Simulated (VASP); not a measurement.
# CdTe in VASP: how settings move the PBE single point, part 2 of 2

VASP 6.6.1, plane waves, PAW; reference level PBE. The steps go on from the part before.

### 5 Altered input 3

INCAR reads:

```
ENCUT = 520.000000
EDIFF = 1.00e-07
GGA = PE
PREC = Accurate
IBRION = -1
ISIF = 2
NBANDS = 16
NSW = 0
LASPH = .TRUE.
LCHARG = .FALSE.
LWAVE = .FALSE.
LREAL = .FALSE.
ISPIN = 2
MAGMOM = 3 3
ISMEAR = -4
SIGMA = 0.1
NELM = 88
```

KPOINTS reads:

```
KPOINTS created by Atomic Simulation Environment
0
Gamma
6 6 6
0 0 0
```

POSCAR reads:

```
Cd Te
 1.0000000000000000
     0.0000000000000000    3.4701925124000002    3.4701925124000002
     3.4701925124000002    0.0000000000000000    3.4701925124000002
     3.4701925124000002    3.4701925124000002    0.0000000000000000
 Cd  Te
   1   1
Cartesian
  0.0000000000000000  0.0000000000000000  0.0000000000000000
  1.7350962562000001  1.7350962562000001  1.7350962562000001
```

Launch:

```bash
mpirun -np 1 vasp_std
```

Standard output, without the iteration lines:

```text
POSCAR found type information on POSCAR CdTe
 POSCAR found :  2 types and       2 ions
 LDA part: xc-table for (Slater+PW92), standard interpolation
 POSCAR, INCAR and KPOINTS ok, starting setup
 FFT: planning ... GRIDC
 FFT: planning ... GRID_SOFT
 FFT: planning ... GRID
 WAVECAR not read
 entering main loop
```

OSZICAR:

```text
N       E                     dE             d eps       ncg     rms          rms(c)
DAV:   1     0.100050921127E+03    0.10005E+03   -0.81837E+03  1032   0.954E+02
DAV:   2     0.151017929617E+01   -0.98541E+02   -0.94039E+02  1224   0.227E+02
DAV:   3    -0.217791206032E+01   -0.36881E+01   -0.36820E+01  1224   0.459E+01
DAV:   4    -0.221556590048E+01   -0.37654E-01   -0.37652E-01  1560   0.397E+00
DAV:   5    -0.221567252733E+01   -0.10663E-03   -0.10663E-03  1304   0.200E-01    0.163E+01
DAV:   6    -0.396466094488E+01   -0.17490E+01   -0.16947E+00  1048   0.903E+00    0.634E+00
DAV:   7    -0.467362241323E+01   -0.70896E+00   -0.80380E-01  1040   0.497E+00    0.243E+00
DAV:   8    -0.467158317797E+01    0.20392E-02   -0.30114E-02  1264   0.919E-01    0.143E+00
DAV:   9    -0.467089126601E+01    0.69191E-03   -0.34813E-03  1160   0.483E-01    0.428E-01
DAV:  10    -0.467136821182E+01   -0.47695E-03   -0.12608E-03  1192   0.292E-01    0.116E-01
DAV:  11    -0.467148282087E+01   -0.11461E-03   -0.13004E-04  1280   0.758E-02    0.602E-02
DAV:  12    -0.467152068097E+01   -0.37860E-04   -0.17013E-05  1256   0.248E-02    0.273E-02
DAV:  13    -0.467154610902E+01   -0.25428E-04   -0.17748E-05  1192   0.244E-02    0.102E-02
DAV:  14    -0.467155081849E+01   -0.47095E-05   -0.54397E-06  1296   0.155E-02    0.373E-03
DAV:  15    -0.467155154498E+01   -0.72649E-06   -0.74687E-07  1208   0.561E-03    0.130E-03
DAV:  16    -0.467155173199E+01   -0.18701E-06   -0.15759E-07  1240   0.216E-03    0.857E-04
DAV:  17    -0.467155181357E+01   -0.81585E-07   -0.79647E-08  1104   0.143E-03
   1 F= -.46715518E+01 E0= -.46715518E+01  d E =0.000000E+00  mag=    -0.0000
```

OUTCAR, selected sections:

```text
k-points           NKPTS =     16   k-points in BZ     NKDIM =     16   number of bands    NBANDS=     16

   NELECT =      18.0000    total number of electrons

   dimension x,y,z NGX =    36 NGY =   36 NGZ =   36
   dimension x,y,z NGXF=    72 NGYF=   72 NGZF=   72

  energy-cutoff  :      520.00
  volume of cell :       83.58
      direct lattice vectors                 reciprocal lattice vectors
     0.000000000  3.470192512  3.470192512    -0.144084225  0.144084225  0.144084225
     3.470192512  0.000000000  3.470192512     0.144084225 -0.144084225  0.144084225
     3.470192512  3.470192512  0.000000000     0.144084225  0.144084225 -0.144084225

 k-points in reciprocal lattice and weights: KPOINTS created by Atomic Simulation Env
   0.00000000  0.00000000  0.00000000       0.005
   0.16666667  0.00000000  0.00000000       0.037
   0.33333333  0.00000000  0.00000000       0.037
   0.50000000  0.00000000  0.00000000       0.019
   0.16666667  0.16666667  0.00000000       0.028
   0.33333333  0.16666667  0.00000000       0.111
   0.50000000  0.16666667  0.00000000       0.111
  -0.33333333  0.16666667  0.00000000       0.111
[... 8 more k-points ...]

 E-fermi :   0.7354

 k-point     1 :       0.0000    0.0000    0.0000
  band No.  band energies     occupation
      1      -9.4959      1.00000
      2      -7.0769      1.00000
      3      -7.0769      1.00000
      4      -7.0769      1.00000
      5      -6.9392      1.00000
      6      -6.9392      1.00000
      7       0.7126      1.00000
      8       0.7126      1.00000
      9       0.7126      1.00000
     10       0.8958      0.00000
     11       5.3817      0.00000
     12       5.3817      0.00000
     13       5.3817      0.00000
     14       7.8513      0.00000
     15       9.6955      0.00000
     16       9.6955      0.00000

 k-point     2 :       0.1667    0.0000    0.0000
  band No.  band energies     occupation
      1      -9.4370      1.00000
      2      -7.0672      1.00000
      3      -7.0672      1.00000
      4      -7.0161      1.00000
      5      -6.9395      1.00000
      6      -6.9395      1.00000
      7      -0.8017      1.00000
      8       0.5650      1.00000
      9       0.5650      1.00000
     10       2.0654      0.00000
     11       5.3292      0.00000
     12       5.6380      0.00000
     13       5.6380      0.00000
     14       8.8120      0.00000
     15       9.0309      0.00000
     16       9.0309      0.00000

 k-point     3 :       0.3333    0.0000    0.0000
  band No.  band energies     occupation
      1      -9.3207      1.00000
      2      -7.0503      1.00000
      3      -7.0503      1.00000
      4      -6.9372      1.00000
      5      -6.9372      1.00000
      6      -6.8466      1.00000
      7      -2.1443      1.00000
      8       0.3079      1.00000
      9       0.3079      1.00000
     10       2.3458      0.00000
     11       5.9047      0.00000
     12       5.9047      0.00000
     13       6.3839      0.00000
     14       8.7201      0.00000
     15       9.3170      0.00000
     16       9.3170      0.00000

[... the tables of k-points 4 to 16 left out ...]

  Total       -1.8232453     -1.8232453     -1.8232453      0.0000000      0.0000000      0.0000000
  in kB      -34.9514329    -34.9514329    -34.9514329      0.0000000      0.0000000      0.0000000
  external PRESSURE =     -34.9514329 kB  Pullay stress =       0.0000000 kB

 POSITION                                       TOTAL-FORCE (eV/Angst)
 -----------------------------------------------------------------------------------
      0.00000      0.00000      0.00000         0.000000      0.000000      0.000000
      1.73510      1.73510      1.73510        -0.000000     -0.000000     -0.000000
 -----------------------------------------------------------------------------------
    total drift:                               -0.000001     -0.000001     -0.000001

  FREE ENERGIE OF THE ION-ELECTRON SYSTEM (eV)
  ---------------------------------------------------
  free  energy   TOTEN  =        -4.6715518136 eV

  energy  without entropy=       -4.6715518136  energy(sigma->0) =       -4.67155181
```

It took 20 s on 1 MPI rank of Intel Xeon 6975P-C, shared host; peak memory 0.25 GiB.

Changed: ISPIN = 2, MAGMOM = 3 3, ISMEAR = -4, SIGMA = 0.1, NELM = 88. The run ends normally. Against the reference the energy moves by less than 0.1 meV/atom. The run starts with moments and ends with 0.00 μB a cell: no net moment is left.

### 6 Altered input 4

INCAR reads:

```
ENCUT = 520.000000
SIGMA = 0.020000
EDIFF = 1.00e-07
GGA = PE
PREC = Accurate
IBRION = -1
ISIF = 2
ISMEAR = -1
NBANDS = 16
NSW = 0
LASPH = .TRUE.
LCHARG = .FALSE.
LWAVE = .FALSE.
LREAL = .FALSE.
NELM = 53
```

KPOINTS reads:

```
KPOINTS created by Atomic Simulation Environment
0
Gamma
3 3 3
0 0 0
```

POSCAR reads:

```
Cd Te
 1.0000000000000000
     0.0000000000000000    6.5577100000000002    6.5577100000000002
     6.5577100000000002    0.0000000000000000    6.5577100000000002
     6.5577100000000002    6.5577100000000002    0.0000000000000000
 Cd  Te
   1   1
Cartesian
  0.0000000000000000  0.0000000000000000  0.0000000000000000
  3.2788549999999996  3.2788549999999996  3.2788550000000005
```

Launch:

```bash
mpirun -np 1 vasp_std
```

Standard output, without the iteration lines:

```text
POSCAR found type information on POSCAR CdTe
 POSCAR found :  2 types and       2 ions
 LDA part: xc-table for (Slater+PW92), standard interpolation
 POSCAR, INCAR and KPOINTS ok, starting setup
 FFT: planning ... GRIDC
 FFT: planning ... GRID_SOFT
 FFT: planning ... GRID
 WAVECAR not read
 entering main loop
```

OSZICAR:

```text
N       E                     dE             d eps       ncg     rms          rms(c)
DAV:   1     0.127991620012E+03    0.12799E+03   -0.46393E+03   128   0.715E+02
DAV:   2     0.131079457195E+02   -0.11488E+03   -0.10654E+03   184   0.145E+02
DAV:   3    -0.498274987722E+00   -0.13606E+02   -0.13016E+02   128   0.669E+01
DAV:   4    -0.718822414248E+00   -0.22055E+00   -0.22026E+00   200   0.910E+00
DAV:   5    -0.721653843813E+00   -0.28314E-02   -0.28314E-02   176   0.912E-01    0.463E+00
DAV:   6    -0.909643795219E+00   -0.18799E+00   -0.47558E+01   136   0.712E+00    0.247E+00
DAV:   7    -0.543396166376E+00    0.36625E+00   -0.46321E-01   128   0.378E+00    0.135E+00
DAV:   8    -0.354585424875E+00    0.18881E+00   -0.13528E-01   128   0.161E+00    0.867E-01
DAV:   9    -0.273799458233E+00    0.80786E-01   -0.30128E-02   144   0.550E-01    0.587E-01
DAV:  10    -0.221726510795E+00    0.52073E-01   -0.21438E-02   136   0.486E-01    0.338E-01
DAV:  11    -0.210980614090E+00    0.10746E-01   -0.40687E-03   144   0.179E-01    0.239E-01
DAV:  12    -0.209091959953E+00    0.18887E-02   -0.27819E-04   176   0.461E-02    0.217E-01
DAV:  13    -0.203474804014E+00    0.56172E-02   -0.19723E-03   136   0.153E-01    0.704E-02
DAV:  14    -0.203080669488E+00    0.39413E-03   -0.64271E-04   136   0.598E-02    0.304E-02
DAV:  15    -0.203214266626E+00   -0.13360E-03   -0.27631E-04   136   0.618E-02    0.580E-02
DAV:  16    -0.203094967584E+00    0.11930E-03   -0.85409E-05   128   0.347E-02    0.224E-02
DAV:  17    -0.203091319631E+00    0.36480E-05   -0.29785E-05   128   0.263E-02    0.124E-02
DAV:  18    -0.203090828407E+00    0.49122E-06   -0.87699E-06   136   0.107E-02    0.617E-03
DAV:  19    -0.203094700572E+00   -0.38722E-05   -0.14686E-06   128   0.651E-03    0.701E-03
DAV:  20    -0.203093873788E+00    0.82678E-06   -0.26959E-06   136   0.821E-03    0.469E-03
DAV:  21    -0.203094112549E+00   -0.23876E-06   -0.62377E-07   136   0.414E-03    0.220E-03
DAV:  22    -0.203094082269E+00    0.30280E-07   -0.75037E-08   104   0.116E-03
   1 F= -.20309408E+00 E0= -.17199076E+00  d E =-.622066E-01
```

OUTCAR, selected sections:

```text
k-points           NKPTS =      4   k-points in BZ     NKDIM =      4   number of bands    NBANDS=     16

   NELECT =      18.0000    total number of electrons

   dimension x,y,z NGX =    70 NGY =   70 NGZ =   70
   dimension x,y,z NGXF=   140 NGYF=  140 NGZF=  140

  energy-cutoff  :      520.00
  volume of cell :      564.01
      direct lattice vectors                 reciprocal lattice vectors
     0.000000000  6.557710000  6.557710000    -0.076246129  0.076246129  0.076246129
     6.557710000  0.000000000  6.557710000     0.076246129 -0.076246129  0.076246129
     6.557710000  6.557710000  0.000000000     0.076246129  0.076246129 -0.076246129

 k-points in reciprocal lattice and weights: KPOINTS created by Atomic Simulation Env
   0.00000000  0.00000000  0.00000000       0.037
   0.33333333  0.00000000  0.00000000       0.296
   0.33333333  0.33333333  0.00000000       0.222
  -0.33333333  0.33333333  0.00000000       0.444

 E-fermi :  -4.7208

 k-point     1 :       0.0000    0.0000    0.0000
  band No.  band energies     occupation
      1     -13.8458      2.00000
      2     -11.3268      2.00000
      3     -11.3268      2.00000
      4     -11.3267      2.00000
      5     -11.3267      2.00000
      6     -11.3267      2.00000
      7      -5.1120      2.00000
      8      -4.7478      1.58736
      9      -4.7478      1.58736
     10      -4.7478      1.58735
     11      -0.4238      0.00000
     12      -0.4238      0.00000
     13      -0.4238      0.00000
     14       0.0517      0.00000
     15       2.0591      0.00000
     16       2.0591      0.00000

 k-point     2 :       0.3333    0.0000    0.0000
  band No.  band energies     occupation
      1     -13.8458      2.00000
      2     -11.3268      2.00000
      3     -11.3268      2.00000
      4     -11.3267      2.00000
      5     -11.3267      2.00000
      6     -11.3267      2.00000
      7      -5.1344      2.00000
      8      -4.7492      1.61037
      9      -4.7492      1.61037
     10      -4.7199      0.97762
     11      -0.6617      0.00000
     12      -0.4212      0.00000
     13      -0.4212      0.00000
     14       0.6361      0.00000
     15       1.5581      0.00000
     16       1.8086      0.00000

 k-point     3 :       0.3333    0.3333    0.0000
  band No.  band energies     occupation
      1     -13.8458      2.00000
      2     -11.3268      2.00000
      3     -11.3268      2.00000
      4     -11.3267      2.00000
      5     -11.3267      2.00000
      6     -11.3267      2.00000
      7      -5.1410      2.00000
      8      -4.7513      1.64193
      9      -4.7513      1.64193
     10      -4.7083      0.69584
     11      -0.6863      0.00000
     12      -0.4337      0.00000
     13      -0.4337      0.00000
     14       0.8361      0.00000
     15       1.3785      0.00000
     16       1.5063      0.00000

[... the tables of k-points 4 to 4 left out ...]

  Total       -0.3075080     -0.3075080     -0.3075080     -0.0000000     -0.0000000     -0.0000000
  in kB       -0.8735352     -0.8735352     -0.8735352     -0.0000000     -0.0000000     -0.0000000
  external PRESSURE =      -0.8735352 kB  Pullay stress =       0.0000000 kB

 POSITION                                       TOTAL-FORCE (eV/Angst)
 -----------------------------------------------------------------------------------
      0.00000      0.00000      0.00000         0.000000      0.000000      0.000000
      3.27886      3.27886      3.27886        -0.000000     -0.000000     -0.000000
 -----------------------------------------------------------------------------------
    total drift:                                0.000008      0.000008      0.000008

  FREE ENERGIE OF THE ION-ELECTRON SYSTEM (eV)
  ---------------------------------------------------
  free  energy   TOTEN  =        -0.2030940823 eV

  energy  without entropy=       -0.1408874348  energy(sigma->0) =       -0.17199076
```

Run time: 49 s. Hardware: 1 MPI rank of Intel Xeon 6975P-C, shared host; peak memory 0.66 GiB.

Changed: mesh 3×3×3, another POSCAR. VASP runs to the end. Against the reference the energy moves by +2.25 eV/atom; the pressure goes from -3.5 to -0.1 GPa, the gap on the mesh goes from 0.18 to 0.00 eV.

The cell vectors are numbers in bohr, and POSCAR is read in ångström, so the crystal is stretched by 1.89 in every direction. The result is off the reference.

The cure: convert the vectors to ångström.

### 7 All runs together

This closing draws on all 2 parts.

| run | changed | ending | energy change (meV/atom) | pressure (GPa) | gap on the mesh (eV; negative: overlap) | electronic steps | time | usable |
| --- | --- | --- | --- | --- | --- | --- | --- | --- |
| ref. | – | converged | 0 | -3.5 | 0.18 | 15 | 10 s | yes |
| 1 | ISMEAR = 2, SIGMA = 0.3, EDIFF = 1e-06 | converged | 0.3 | -3.5 | 0.18 | 12 | 8.1 s | no |
| 2 | ISMEAR = 1, SIGMA = 0.1, NELM = 51 | converged | 0.0 | -3.5 | 0.18 | 15 | 9.6 s | yes |
| 3 | ISPIN = 2, MAGMOM = 3 3, ISMEAR = -4, SIGMA = 0.1, NELM = 88 | converged | 0.0 | -3.5 | – | 17 | 20 s | yes |
| 4 | mesh 3×3×3, another POSCAR | converged | 2249.8 | -0.1 | 0.00 | 22 | 49 s | no |

**Reading.** Of 4 altered inputs, 2 ended normally on a faulty or unsound input, 2 gave usable results.
